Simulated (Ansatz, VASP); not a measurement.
# CdTe: VASP beside Ansatz, part 2 of 2

Wanted: the spread between two codes on one cell, functional and k mesh. The cell is taken from a series of VASP runs on this material, whose earlier steps may have relaxed, scaled or displaced it; both programs get it as it stands.

VASP 6.6.1 and Ansatz 0.2.0.

So far. Step 4 (Comparison): The walks stopped with 0.00 GPa left in Ansatz and 0.00 GPa in VASP; each walk ends within a tolerance, so the volume difference is uncertain by about these residues over the bulk modulus, most in soft cells.

### 5. VASP: band structure, HSE06

Level of this step: HSE06; plane waves and PAW (Te, Cd) (VASP).

Levels along a path test the potential and the projectors away from the mesh points. The cell compared in this pair holds 61.92 Å³, against 65.96 Å³ for the pair before.

The run reads the wave functions of an earlier VASP run, which isn't shown here.

File INCAR:

```
SYSTEM = CdTe
PREC = Accurate
ENCUT = 350
EDIFF = 1E-06
NELM = 100
ISMEAR = 0
SIGMA = 0.03
LREAL = .FALSE.
ALGO = Normal
LHFCALC = .TRUE.
AEXX = 0.25
GGA = PE
HFSCREEN = 0.2
LASPH = .TRUE.
NBANDS = 15
PRECFOCK = Fast
LORBIT = 11
LWAVE = .FALSE.
LCHARG = .FALSE.
KPAR = 4
```

File POSCAR:

```
CdTe
1.0
    0.0000000000      3.1400000000      3.1400000000
    3.1400000000      0.0000000000      3.1400000000
    3.1400000000      3.1400000000      0.0000000000
Te Cd
1 1
Direct
    0.7500000000      0.7500000000      0.7500000000
    0.0000000000      0.0000000000      0.0000000000
```

File KPOINTS:

```
Automatic mesh
0
Gamma
4 4 4
0 0 0
```

File KPOINTS_OPT:

```
Line mode
10
Line-mode
Reciprocal
  0.00000000   0.00000000   0.00000000 GAMMA
  0.50000000   0.00000000   0.50000000 X

  0.50000000   0.00000000   0.50000000 X
  0.50000000   0.25000000   0.75000000 W

  0.50000000   0.25000000   0.75000000 W
  0.37500000   0.37500000   0.75000000 K

  0.37500000   0.37500000   0.75000000 K
  0.00000000   0.00000000   0.00000000 GAMMA

  0.00000000   0.00000000   0.00000000 GAMMA
  0.50000000   0.50000000   0.50000000 L

  0.50000000   0.50000000   0.50000000 L
  0.62500000   0.25000000   0.62500000 U

  0.62500000   0.25000000   0.62500000 U
  0.50000000   0.25000000   0.75000000 W

  0.50000000   0.25000000   0.75000000 W
  0.50000000   0.50000000   0.50000000 L

  0.50000000   0.50000000   0.50000000 L
  0.37500000   0.37500000   0.75000000 K

  0.62500000   0.25000000   0.62500000 U
  0.50000000   0.00000000   0.50000000 X
```

The projector-augmented-wave data sets are Te and Cd (PBE family, release 64).

Launch:

```bash
$ mpirun -np 4 vasp_std
```

Numbers of over 12 decimals in the logs are rounded to 6 here.

Output:

```text
[banner, memory and clock lines left out]
running    4 mpi-ranks, on    1 nodes
[...]
LDA part: xc-table for (Slater+PW92), standard interpolation
 found WAVECAR, reading the header
 POSCAR, INCAR and KPOINTS ok, starting setup
[...]
reading WAVECAR
 the WAVECAR file was read successfully
 initial charge from wavefunction
 entering main loop
       N       E                     dE             d eps       ncg     rms          rms(c)
DAV:   1    -0.582960726058E+01   -0.58296E+01   -0.18350E+00   240   0.130E+01    0.105E+01
DAV:   2    -0.582301922713E+01    0.65880E-02   -0.10909E-01   268   0.445E+00    0.687E+00
DAV:   3    -0.581936150626E+01    0.36577E-02   -0.15705E-02   289   0.159E+00    0.423E+00
DAV:   4    -0.581882757468E+01    0.53393E-03   -0.15584E-03   282   0.364E-01    0.253E+00
DAV:   5    -0.581866562938E+01    0.16195E-03   -0.22507E-04   275   0.108E-01    0.152E+00
DAV:   6    -0.581863695675E+01    0.28673E-04   -0.59127E-05   282   0.526E-02    0.918E-01
DAV:   7    -0.581863235334E+01    0.46034E-05   -0.82127E-06   261   0.220E-02    0.552E-01
DAV:   8    -0.581863296274E+01   -0.60941E-06   -0.19957E-06   244   0.116E-02
   1 F= -.58186330E+01 E0= -.58186330E+01  d E =-.418440E-19
 Start KPOINTS_OPT (optional k-point list driver)
k-point batch [1-8\100]
       N       E                     dE             ncg
DAV:   1     0.293238189198E+03   -0.11305E+04      240
DAV:   2    -0.606389119216E+03   -0.89963E+03      261
DAV:   3    -0.649520822319E+03   -0.43132E+02      275
DAV:   4    -0.650272737879E+03   -0.75192E+00      374
DAV:   5    -0.650277637617E+03   -0.48997E-02      296
DAV:   6    -0.650277675862E+03   -0.38245E-04      346
DAV:   7    -0.650277676305E+03   -0.44256E-06      218
[...]
k-point batch [97-100\100]
       N       E                     dE             ncg
DAV:   1     0.227465718350E+04   -0.17305E+04      120
DAV:   2     0.183086388043E+04   -0.44379E+03      134
DAV:   3     0.181095021994E+04   -0.19914E+02      155
DAV:   4     0.181064033649E+04   -0.30988E+00      187
DAV:   5     0.181063853441E+04   -0.18021E-02      155
DAV:   6     0.181063852344E+04   -0.10969E-04      180
DAV:   7     0.181063852330E+04   -0.14002E-06      116
```

OUTCAR, selected parts (step 5):

```text
 POSITION                                       TOTAL-FORCE (eV/Angst)
 -----------------------------------------------------------------------------------
      4.71000      4.71000      4.71000         0.000000      0.000000      0.000000
      0.00000      0.00000      0.00000        -0.000000     -0.000000     -0.000000
 -----------------------------------------------------------------------------------
    total drift:                               -0.000054     -0.000065     -0.000027

  FREE ENERGIE OF THE ION-ELECTRON SYSTEM (eV)
  ---------------------------------------------------
  free  energy   TOTEN  =        -5.8186329627 eV

  energy  without entropy=       -5.8186329627  energy(sigma->0) =       -5.81863296

[... 3 further parts left out ...]
[key lines of the parts left out:]
E-fermi :   2.9338
```

### 6. Ansatz: band structure, HSE06

The same cell, functional, mesh and smearing now go to Ansatz, which takes its cutoff from its data sets.

The cell is taken from a series of VASP runs on this material, whose earlier steps may have relaxed, scaled or displaced it; both programs get it as it stands.

File input.yaml:

```yaml
crystal:
  lattice:
    - [0.0, 3.14, 3.14]
    - [3.14, 0.0, 3.14]
    - [3.14, 3.14, 0.0]
  atoms:
    - { symbol: Te, position: [0.75, 0.75, 0.75] }
    - { symbol: Cd, position: [0.0, 0.0, 0.0] }
hamiltonian:
  xc: { exchange: pbe, correlation: pbe, exx: { coeff: 0.25, omega: 0.2 } }
  pseudopotentials: { kind: paw }
kpoints:
  mp_grid: { grid: [4, 4, 4] }
  band_path:
    path:
      - [0.0, 0.0, 0.0]
      - [0.5, 0.0, 0.5]
      - [0.5, 0.22222, 0.72222]
      - [0.40278, 0.34722, 0.75]
      - [0.125, 0.125, 0.25]
      - [0.27778, 0.27778, 0.27778]
      - [0.55556, 0.38889, 0.55556]
      - [0.58333, 0.25, 0.66667]
      - [0.5, 0.30556, 0.69444]
      - [0.48611, 0.48611, 0.52778]
      - [0.625, 0.25, 0.625]
      - [0.5, 0.0, 0.5]
    npoints: 1
scf:
  occupations: { method: gaussian, width: 0.03 }
  n_extra_bands: 7
output:
  forces: true
  stress: true
  eigenvalues: true
```

Launch:

```bash
$ ansatz run input.yaml --threads 4 --pin off --max-ram 9216MiB --backend cpu --events-out ev --progress --plain --runs-dir out
```

Output:

```text
[...]
--- Band table (eV; the first three rows and the last of 8) ---
  k-point 0: bands = [... 14 lower, -1.2651, 8.3890, 8.3890, 8.3890, 10.3858, 13.8033, 13.8033, 13.8033, ... 3 higher]
  k-point 1: bands = [... 14 lower, -1.2666, 5.2455, 7.8405, 7.8405, 11.4315, 14.4490, 14.4490, 14.8744, ... 3 higher]
  k-point 2: bands = [... 14 lower, -0.7143, 3.0267, 7.3990, 7.3990, 11.1721, 14.4189, 14.4189, 16.3634, ... 3 higher]
  k-point 7: bands = [... 14 lower, -0.3658, 3.4293, 5.4543, 5.6011, 13.8055, 14.0129, 15.0448, 15.5051, ... 3 higher]
[key lines of the parts left out:]
Free energy (F): -15243.413875 eV
Fermi energy:    9.387674 eV
P = ⅓ Tr σ = 7.3846 GPa (73.846 kbar)
```

Wall time 27 s (4 threads of Arm Neoverse V1, shared host); peak memory 0.85 GiB; 99 s of CPU time.

### 7. Comparison

What differs besides the data sets and the points named for the pairs above, as far as they apply: exact exchange at q = 0 is treated differently, which shows on coarse meshes; VASP keeps PBE cores, Ansatz makes them for the functional; the cutoff is 420 eV in Ansatz and 350 eV in VASP; VASP takes a coarser grid for exact exchange (PRECFOCK = Fast). Total energies have different zeros and are not compared.

The two programs side by side:

```
                     quantity  Ansatz   VASP  difference
gap over the path points (eV)   1.997  1.892      +0.105
```

Levels at points of the path, from each program's valence-band top (eV; 4 filled, then empty):

| k (reciprocal lattice) | Ansatz | VASP |
| --- | --- | --- |
| 0.000 0.000 0.000 | -9.65 0.00 0.00 0.00 2.00 5.41 5.41 | -9.60 0.00 0.00 0.00 1.89 5.41 5.41 |
| 0.500 0.000 0.500 | -8.87 -5.13 -2.37 -2.37 3.08 3.43 10.55 | -8.84 -5.14 -2.38 -2.38 3.06 3.43 10.62 |
| 0.500 0.222 0.722 | -8.76 -4.97 -2.92 -2.78 5.23 5.47 6.88 | -8.72 -4.98 -2.93 -2.78 5.23 5.49 6.83 |
| 0.403 0.347 0.750 | -8.81 -4.99 -3.21 -2.05 3.74 5.57 8.27 | -8.77 -5.00 -3.22 -2.06 3.73 5.58 8.27 |
| 0.125 0.125 0.250 | -9.65 -2.25 -0.98 -0.24 3.48 5.32 5.81 | -9.59 -2.27 -0.99 -0.24 3.42 5.32 5.80 |
| 0.278 0.278 0.278 | -9.65 -3.53 -0.63 -0.63 3.01 6.10 6.10 | -9.60 -3.55 -0.63 -0.63 2.96 6.09 6.09 |
| 0.556 0.389 0.556 | -9.01 -5.18 -2.15 -1.32 3.80 5.56 6.80 | -8.97 -5.20 -2.16 -1.32 3.77 5.57 6.79 |
| 0.583 0.250 0.667 | -8.80 -4.99 -3.19 -2.15 3.92 5.58 7.96 | -8.77 -5.00 -3.19 -2.15 3.91 5.59 7.95 |
| 0.500 0.306 0.694 | -8.81 -4.95 -3.09 -2.33 5.08 5.56 6.66 | -8.77 -4.96 -3.10 -2.33 5.09 5.55 6.65 |
| 0.486 0.486 0.528 | -9.10 -5.35 -1.09 -1.01 2.89 5.95 6.08 | -9.06 -5.36 -1.10 -1.02 2.85 5.94 6.07 |

Among the levels compared at these points, filled levels agree within 54 meV and empty ones within 105 meV.

### 8. Summary of results

```json
{
  "difference in volume (relaxation of cell and atoms, LDA)": "-0.36 %",
  "difference in gap over the path points (band structure, HSE06)": "0.11 eV"
}
```

In words: The difference in gap over the path points is 0.11 eV (band structure, HSE06), beyond the 0.08 eV picked in this series as the mark of a large difference. How closely two codes agree says nothing of how well the functional describes the real material.

[Lines on the potential files, build, host, timing and source positions are cut from VASP's logs without a mark.]

[Logs are printed without paths, hosts, clocks, repeated set-up lines and the standing remarks that a program may print on its own settings, such as how far it seeks lower states.]

[Hosts, paths, dates, database ids (printed as entryN), source tags and the programs' standing remarks are cut or masked in the printed files.]
